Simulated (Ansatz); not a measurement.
Crystal: ZrSe2.

```
Zr Se
1.0
     3.79800    0.00000    0.00000
    -1.89900    3.28916    0.00000
     0.00000    0.00000    6.19200
Zr Se
1 2
Direct
  0.00000 0.00000 0.00000
  0.66667 0.33333 0.75000
  0.33333 0.66667 0.25000
```

| Item | Value |
| --- | --- |
| Program | Ansatz 0.2.0 |
| Task | relaxation of cell and atoms |
| Functional | PBEsol |
| Dispersion | D3(BJ) |
| Potentials or basis | Ansatz PAW |
| Cutoff | 420 eV (not typed: the program's choice for these potentials) |
| k mesh | 8 × 8 × 5 |
| Occupations | fermi-dirac, width 0.05 eV |
| Spin | no spin polarisation |

At the start: volume 25.78 Å³/atom.

How do energy, volume and symmetry change on relaxing?

It ends after 6 steps and the volume is 22.61 Å³/atom (-12.3 %); space group P-3m1 (No. 164, to 0.05 Å).

Step by step:
```
step  energy change (eV)  largest force (eV/Å)  volume (Å³)
   1              0.0000                0.0978        77.35
   2             -0.1158                0.0979        67.97
   3             -0.1327                0.0850        67.49
   4             -0.1329                0.0799        68.05
   5             -0.1336                0.0009        67.82
   6             -0.1326                0.0013        67.82
```

Final structure:
```
CELL_PARAMETERS angstrom
3.66211 0.00000 0.00000
-1.83105 3.17148 0.00000
0.00000 0.00000 5.83939
ATOMIC_POSITIONS crystal
Zr 0.00000 0.00000 0.00000
Se 0.66667 0.33333 0.72487
Se 0.33333 0.66667 0.27513
```

Caveat: the plane-wave basis is chosen anew once the cell has moved, so the energies of steps on either side of that aren't comparable; the volume moved by -12 % from the deposited cell, more than functionals usually miss; the PAW data sets come from PBE, with cores solved anew for the run's functional, which leaves a small shift of forces and pressure.
